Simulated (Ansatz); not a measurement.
# ZrSe2 (P-3m1) in Ansatz: notebook

The runs below take ZrSe2 through single point, equation of state, with rPW86-PBE.

Everything below comes from runs of Ansatz 0.2.0. Logs are shortened: lines on timing, memory, paths and dates and some standing lists are left out, and cuts for length are marked.

**1. The crystal as given**

Symmetry: P-3m1, No. 164, trigonal system. Conventional cell: a = 3.798 Å, b = 3.798 Å, c = 6.192 Å, α = 90.00°, β = 90.00°, γ = 120.00°. Zr (site symmetry -3m) is surrounded by 6 Se at 2.68 Å. Se (site symmetry 3m) is surrounded by 3 Zr at 2.68 Å.

**2. Single point, rPW86-PBE, 24.24 Å³/atom (volume scaled by 0.94)**

File input.yaml:

```yaml
crystal:
  lattice:
    - [3.7204680409, 0.0, 0.0]
    - [-1.8602340205, 3.2220198374, 0.0]
    - [0.0, 0.0, 6.0655971852]
  atoms:
    - { symbol: Zr, position: [0.0, 0.0, 0.0] }
    - { symbol: Se, position: [0.6666666667, 0.3333333333, 0.75] }
    - { symbol: Se, position: [0.3333333333, 0.6666666667, 0.25] }
hamiltonian:
  xc: { exchange: rpw86, correlation: pbe }
  pseudopotentials: { kind: paw }
kpoints:
  mp_grid: { grid: [8, 8, 5] }
scf:
  occupations: { method: fermi_dirac, width: 0.05 }
output:
  forces: true
  stress: true
  eigenvalues: true
```

Potentials or basis: Ansatz PAW.

On the command line:

```bash
ansatz run input.yaml --threads 2 --pin off --max-ram 5120MiB --backend cpu --events-out ev --progress --plain --runs-dir out
```

Standard output:

```text
Warning: RAYON_NUM_THREADS=2 ignored (pool sized by the plan → 2); use --threads N
Engine: ansatz 0.2.0, aarch64-unknown-linux-gnu
Pseudopotentials: kind: paw
Pseudopotential: Zr, paw, valence charge 12, recommended cutoff 420 eV (normal), Zr.paw.azcp
Pseudopotential: Se, paw, valence charge 16, recommended cutoff 420 eV (normal), Se.paw.azcp
Functional definition: unnamed
  exchange = rpw86_x
  correlation = pbe_c
Crystal: 3 atoms, lattice volume = 72.711 Å³
Basis set: ecut = 420 eV, 1389 PW (Γ), exchange–correlation on 50×50×90 points (8 copies of the dense FFT grid, shifted against one another)
Bands: 27, of which v1, the nominal top of the filled ones, is band 22 counted from 1 (21 counted from 0)
Symmetry: 12 space group operations
Space group: P-3m1 (ITA 164), of the structure as read, at distance tolerance 4.2e-5 Å
k-points: 40 of 320
Non-local potential: Zr, projectors of the file, l = 0: 3, l = 1: 2, l = 2: 2, l = 3: 2
Non-local potential: Se, projectors of the file, l = 0: 2, l = 1: 2, l = 2: 3, l = 3: 1
PAW form: soft (Blöchl's): semilocal exchange-correlation on the pseudo side does not see the compensation charge
PAW frozen core: Zr, regenerated for the run's functional, and the local potential with it (the file was generated under x = pbe(κ = 0.804, μ = 0.2195149727645171), c = pbe(β = 0.06672455060314922))
PAW frozen core: Se, regenerated for the run's functional, and the local potential with it (the file was generated under x = pbe(κ = 0.804, μ = 0.2195149727645171), c = pbe(β = 0.06672455060314922))
PAW one-centre angular grid: Zr, 590 points (default); XC on 64 Gauss nodes
PAW one-centre angular grid: Se, 590 points (default); XC on 64 Gauss nodes
Initial density: superposition of atomic densities (neutral atoms: chi_scale 0, normalization atom), corrected by the library's trained network
Initial wavefunctions: pseudopotential atomic-orbital guess
Functional: x = rpw86, c = pbe(β = 0.06672455060314922)
SCF iter   1: F=—  HF=-15232.049948 eV  |F-HF|=—  |Δ(HF+E_count)|=         —  Δρ=5.48e-3  dr2=4.47e-2  ethr=1.77e-3  ⟨swp⟩=5.8  Hψ=4675  notcnv=0
preconditioner: auto → Resta (q_TF=auto, 2.509 Å⁻¹)  ε∞=5.4  [insulator: Δε(μ)=0.451 eV  Ē_g=8.273 eV  σ=0.050 eV  W_gap=0.98  n_scr=22 (ndim 8)  ℏωp=17.4 eV  f_vac=0.055  D(μ)=0.02/eV (n_scr^D=0)  ε∞_Penn≈5.4]
SCF iter   2: F=—  HF=-15232.039380 eV  |F-HF|=—  |Δ(HF+E_count)|=   1.06e-2  Δρ=2.04e-3  dr2=3.67e-3  ethr=1.02e-4  ⟨swp⟩=2.0  Hψ=1524  notcnv=0  defer=6
SCF iter   3: F=—  HF=-15232.038383 eV  |F-HF|=—  |Δ(HF+E_count)|=   9.97e-4  Δρ=8.71e-4  dr2=7.69e-4  ethr=8.34e-6  ⟨swp⟩=2.0  Hψ=1951  notcnv=0  defer=6
SCF iter   4: F=—  HF=-15232.038290 eV  |F-HF|=—  |Δ(HF+E_count)|=   9.28e-5  Δρ=2.55e-4  dr2=5.47e-5  ethr=1.75e-6  ⟨swp⟩=2.0  Hψ=1394  notcnv=0  defer=6
SCF iter   5: F=—  HF=-15232.038240 eV  |F-HF|=—  |Δ(HF+E_count)|=   5.06e-5  Δρ=9.75e-5  dr2=1.05e-5  ethr=1.24e-7  ⟨swp⟩=2.0  Hψ=1914  notcnv=0  defer=6
SCF iter   6: F=—  HF=-15232.038244 eV  |F-HF|=—  |Δ(HF+E_count)|=   4.33e-6  Δρ=2.28e-5  dr2=4.34e-7  ethr=2.39e-8  ⟨swp⟩=3.0  Hψ=1911  notcnv=0  defer=6
SCF iter   7: F=-15232.038244 eV  HF=-15232.038244 eV  |F-HF|=1.03e-8  |Δ(HF+E_count)|=   4.94e-7  Δρ=3.43e-6  dr2=1.09e-8  ethr=2.27e-10  ⟨swp⟩=5.6  Hψ=4654  notcnv=0
SCF 1 converged in 7 iterations: F = -15232.038244 eV  dr2 = 1.09e-8
SCF converged after 7 iterations
Free energy (F): -15232.038244 eV
Harris-Foulkes:  -15232.038244 eV  (|F-HF|=1.03e-8)
Internal energy: -15232.037661 eV  (E = F + TS)
E sigma→0 (E₀):  -15232.037953 eV
Entropy (-TS):   -0.000583 eV (-0.194 meV/atom)
Fermi energy:    9.896245 eV
--- Per-component energies (eV) ---
  E_band       = -853.516146
  E_kinetic    = 576.800528
  E_local      = -5751.647828  (includes V_loc(G=0)·N_el)
  E_nonlocal   = -1122.303402
  E_hartree    = 2737.708615
  E_xc         = -377.174571
  E_vxc        = -392.120584  (∫ρ·V_xc dr)
  E_paw        = -6880.599426  (= ΣΔE_a)
  E_vpaw       = 360.335939  (= ΣTr[D̂ρ^β])
  E_aug_tail   = -0.001181  (compensation charges beyond the density's cutoff)
  E_ewald      = -4413.396013
  E_core_change = -1.424382  (= ΣΔE_core)
  E_smearing   = -0.000583  (= −TS)
  E_closure    = 0.000000  (closes the sum)
  Σ components = -15232.038244   (vs F -15232.038244, Δ=0.00e0)
--- Forces (eV/Å), atoms counted from 1 ---
  atom   1  Zr     0.00000000    -0.00000000     0.00000000
  atom   2  Se     0.00000000     0.00000000    -1.34597066
  atom   3  Se    -0.00000000    -0.00000000     1.34597066
  max |Σ_I F_I| component: 2.22e-16 eV/Å
--- Stress (GPa, compression-positive) ---
       11.615776      -0.000000       0.000000
       -0.000000      11.615776       0.000000
        0.000000       0.000000      11.524691
  P = ⅓ Tr σ = 11.5854 GPa (115.854 kbar)
--- Band table (eV; the first three rows and the last of 40) ---
  k-point 0: bands = ["-39.7093", "-37.0702", "-37.0702", "-37.0701", "-37.0701", "-37.0637", "-37.0634", "-37.0615", "-37.0615", "-37.0613", "-37.0613", "-17.7517", "-17.6191", "-17.6191", "-3.8401", "-2.4179", "4.7473", "6.7962", "6.7962", "9.6890", "9.6890", "9.7211", "10.7685", "10.7685", "11.3380", "14.2886", "14.2886"]
  k-point 1: bands = ["-39.7093", "-37.0703", "-37.0703", "-37.0700", "-37.0700", "-37.0637", "-37.0634", "-37.0616", "-37.0616", "-37.0612", "-37.0612", "-17.7519", "-17.6191", "-17.6191", "-3.7595", "-2.5475", "5.0575", "6.8132", "6.8132", "8.9266", "9.6230", "9.6230", "10.7577", "10.7577", "11.6355", "14.4417", "14.4417"]
  k-point 2: bands = ["-39.7093", "-37.0704", "-37.0704", "-37.0699", "-37.0699", "-37.0636", "-37.0635", "-37.0616", "-37.0616", "-37.0612", "-37.0612", "-17.7522", "-17.6191", "-17.6191", "-3.5819", "-2.8010", "5.7923", "6.8418", "6.8418", "7.7204", "9.5199", "9.5199", "10.7395", "10.7395", "11.8288", "14.7057", "14.7057"]
  k-point 39: bands = ["-39.6950", "-37.0703", "-37.0702", "-37.0700", "-37.0653", "-37.0631", "-37.0630", "-37.0612", "-37.0611", "-37.0610", "-37.0608", "-17.8125", "-17.7462", "-17.6849", "-2.6271", "-2.4367", "5.4710", "5.8271", "6.5645", "7.1572", "7.4880", "7.8928", "11.2667", "12.1213", "12.2357", "14.3041", "15.2372"]
```

It took 2.1 s on 2 threads of Arm Neoverse V2, shared host; peak memory 0.38 GiB.

Results:

```
Free energy            : -15232.0382 eV
Pressure               : 11.6 GPa
Largest force          : 1.346 eV/Å
Band gap on the k mesh : 0.36 eV, indirect (least direct gap 1.05 eV)
```

Caveat: odd divisions of the mesh miss points on the zone boundary, where band edges often lie, so the gap on the mesh can be too wide; the PAW data sets come from PBE, with cores solved anew for the run's functional, which leaves a small shift of forces and pressure; forces of over 1 eV/Å show positions far from the minimum, so gaps and moduli don't describe the material at rest.

**3. Single point, rPW86-PBE, 24.75 Å³/atom (volume scaled by 0.96)**

input.yaml, as its differences from that of step 2:

```diff
@@ -2,5 +2,5 @@
   lattice:
-    - [3.7204680409, 0.0, 0.0]
-    - [-1.8602340205, 3.2220198374, 0.0]
-    - [0.0, 0.0, 6.0655971852]
+    - [3.7466693833, 0.0, 0.0]
+    - [-1.8733346917, 3.2447108656, 0.0]
+    - [0.0, 0.0, 6.1083140657]
   atoms:
```

Potentials or basis: Ansatz PAW.

On the command line:

```bash
ansatz run input.yaml --threads 2 --pin off --max-ram 5120MiB --backend cpu --events-out ev --progress --plain --runs-dir out
```

It took 2.1 s on 2 threads of Arm Neoverse V2, shared host; peak memory 0.38 GiB.

Results (log left out):

```
Free energy            : -15232.1387 eV
Pressure               : 9.3 GPa
Largest force          : 1.076 eV/Å
Band gap on the k mesh : 0.39 eV, indirect (least direct gap 1.05 eV)
```

Caveat: odd divisions of the mesh miss points on the zone boundary, where band edges often lie, so the gap on the mesh can be too wide; the PAW data sets come from PBE, with cores solved anew for the run's functional, which leaves a small shift of forces and pressure; forces of over 1 eV/Å show positions far from the minimum, so gaps and moduli don't describe the material at rest.

**4. Single point, rPW86-PBE, 25.27 Å³/atom (volume scaled by 0.98)**

input.yaml, as its differences from that of step 3:

```diff
@@ -2,5 +2,5 @@
   lattice:
-    - [3.7466693833, 0.0, 0.0]
-    - [-1.8733346917, 3.2447108656, 0.0]
-    - [0.0, 0.0, 6.1083140657]
+    - [3.7725092991, 0.0, 0.0]
+    - [-1.8862546495, 3.267088889, 0.0]
+    - [0.0, 0.0, 6.1504417008]
   atoms:
```

On the command line:

```bash
ansatz run input.yaml --threads 2 --pin off --max-ram 5120MiB --backend cpu --events-out ev --progress --plain --runs-dir out
```

It took 2.1 s on 2 threads of Arm Neoverse V2, shared host; peak memory 0.38 GiB.

The run converged. Its results:

```yaml
Free_energy: -15232.2178 eV
Pressure: 7.2 GPa
Largest_force: 0.825 eV/Å
Band_gap_on_the_k_mesh: 0.41 eV, indirect (least direct gap 1.05 eV)
```

Caveat: odd divisions of the mesh miss points on the zone boundary, where band edges often lie, so the gap on the mesh can be too wide; the PAW data sets come from PBE, with cores solved anew for the run's functional, which leaves a small shift of forces and pressure.

**5. Single point, rPW86-PBE, 25.78 Å³/atom**

input.yaml, as its differences from that of step 4:

```diff
@@ -2,5 +2,5 @@
   lattice:
-    - [3.7725092991, 0.0, 0.0]
-    - [-1.8862546495, 3.267088889, 0.0]
-    - [0.0, 0.0, 6.1504417008]
+    - [3.798, 0.0, 0.0]
+    - [-1.899, 3.2891644836, 0.0]
+    - [0.0, 0.0, 6.192]
   atoms:
```

On the command line:

```bash
ansatz run input.yaml --threads 2 --pin off --max-ram 5120MiB --backend cpu --events-out ev --progress --plain --runs-dir out
```

It took 2.2 s on 2 threads of Arm Neoverse V2, shared host; peak memory 0.39 GiB.

Results (log left out):

| Item | Value |
| --- | --- |
| Free energy | -15232.2775 eV |
| Pressure | 5.2 GPa |
| Largest force | 0.592 eV/Å |
| Band gap on the k mesh | 0.43 eV, indirect (least direct gap 1.05 eV) |

Caveat: odd divisions of the mesh miss points on the zone boundary, where band edges often lie, so the gap on the mesh can be too wide; the PAW data sets come from PBE, with cores solved anew for the run's functional, which leaves a small shift of forces and pressure.

**6. Single point, rPW86-PBE, 26.30 Å³/atom (volume scaled by 1.02)**

input.yaml, as its differences from that of step 5:

```diff
@@ -2,5 +2,5 @@
   lattice:
-    - [3.798, 0.0, 0.0]
-    - [-1.899, 3.2891644836, 0.0]
-    - [0.0, 0.0, 6.192]
+    - [3.8231530509, 0.0, 0.0]
+    - [-1.9115765255, 3.3109476647, 0.0]
+    - [0.0, 0.0, 6.2330078176]
   atoms:
```

Potentials or basis: Ansatz PAW.

On the command line:

```bash
ansatz run input.yaml --threads 2 --pin off --max-ram 5120MiB --backend cpu --events-out ev --progress --plain --runs-dir out
```

Wall time 2.2 s (2 threads of Arm Neoverse V2, shared host); peak memory 0.39 GiB.

Results (log left out):

```yaml
Free_energy: -15232.3197 eV
Pressure: 3.5 GPa
Largest_force: 0.374 eV/Å
Band_gap_on_the_k_mesh: 0.45 eV, indirect (least direct gap 1.05 eV)
```

Caveat: odd divisions of the mesh miss points on the zone boundary, where band edges often lie, so the gap on the mesh can be too wide; the PAW data sets come from PBE, with cores solved anew for the run's functional, which leaves a small shift of forces and pressure.

**7. Single point, rPW86-PBE, 26.82 Å³/atom (volume scaled by 1.04)**

input.yaml, as its differences from that of step 6:

```diff
@@ -2,5 +2,5 @@
   lattice:
-    - [3.8231530509, 0.0, 0.0]
-    - [-1.9115765255, 3.3109476647, 0.0]
-    - [0.0, 0.0, 6.2330078176]
+    - [3.8479794157, 0.0, 0.0]
+    - [-1.9239897079, 3.3324479273, 0.0]
+    - [0.0, 0.0, 6.2734830285]
   atoms:
```

On the command line:

```bash
ansatz run input.yaml --threads 2 --pin off --max-ram 5120MiB --backend cpu --events-out ev --progress --plain --runs-dir out
```

Wall time 2.2 s (2 threads of Arm Neoverse V2, shared host); peak memory 0.39 GiB.

It converged, with:

```
Free energy            : -15232.3458 eV
Pressure               : 1.9 GPa
Largest force          : 0.171 eV/Å
Band gap on the k mesh : 0.47 eV, indirect (least direct gap 1.05 eV)
```

Caveat: odd divisions of the mesh miss points on the zone boundary, where band edges often lie, so the gap on the mesh can be too wide; the PAW data sets come from PBE, with cores solved anew for the run's functional, which leaves a small shift of forces and pressure.

**8. Single point, rPW86-PBE, 27.33 Å³/atom (volume scaled by 1.06)**

input.yaml, as its differences from that of step 7:

```diff
@@ -2,5 +2,5 @@
   lattice:
-    - [3.8479794157, 0.0, 0.0]
-    - [-1.9239897079, 3.3324479273, 0.0]
-    - [0.0, 0.0, 6.2734830285]
+    - [3.8724894996, 0.0, 0.0]
+    - [-1.9362447498, 3.3536742825, 0.0]
+    - [0.0, 0.0, 6.3134425964]
   atoms:
@@ -20 +20,5 @@
   eigenvalues: true
+  write_density: true
+  write_potential: true
+  elf: true
+  volumetric_format: npy
```

On the command line:

```bash
ansatz run input.yaml --threads 2 --pin off --max-ram 5120MiB --backend cpu --events-out ev --progress --plain --runs-dir out
```

It took 3.1 s on 2 threads of Arm Neoverse V2, shared host; peak memory 0.4 GiB.

The run converged. Its results:

* Free energy: -15232.3575 eV
* Pressure: 0.5 GPa
* Largest force: 0.018 eV/Å
* Band gap on the k mesh: 0.48 eV, indirect (least direct gap 1.05 eV)

Caveat: odd divisions of the mesh miss points on the zone boundary, where band edges often lie, so the gap on the mesh can be too wide; the PAW data sets come from PBE, with cores solved anew for the run's functional, which leaves a small shift of forces and pressure.

**9. Equation of state, rPW86-PBE**

Potentials or basis: Ansatz PAW.

No new run: the results of the series are fitted here.

What came out:

```yaml
Equilibrium_volume: "27.53 Å³/atom (rough: see the caveat)"
Bulk_modulus_at_fixed_shape_and_positions: 70 GPa (rough)
```

Energy against volume, from the lowest point:
```tsv
volume (Å³/atom)	energy (meV/atom)
24.237	106.43
24.753	72.93
25.268	46.57
25.784	26.66
26.300	12.62
26.815	3.89
27.331	0.00
```

Caveat: the potentials were made for another functional, which shifts forces and pressure; the minimum lies outside the volumes run; the cell was scaled at fixed shape and fractional positions, which overstates the stiffness of a crystal with free parameters, most of all of layers and chains.
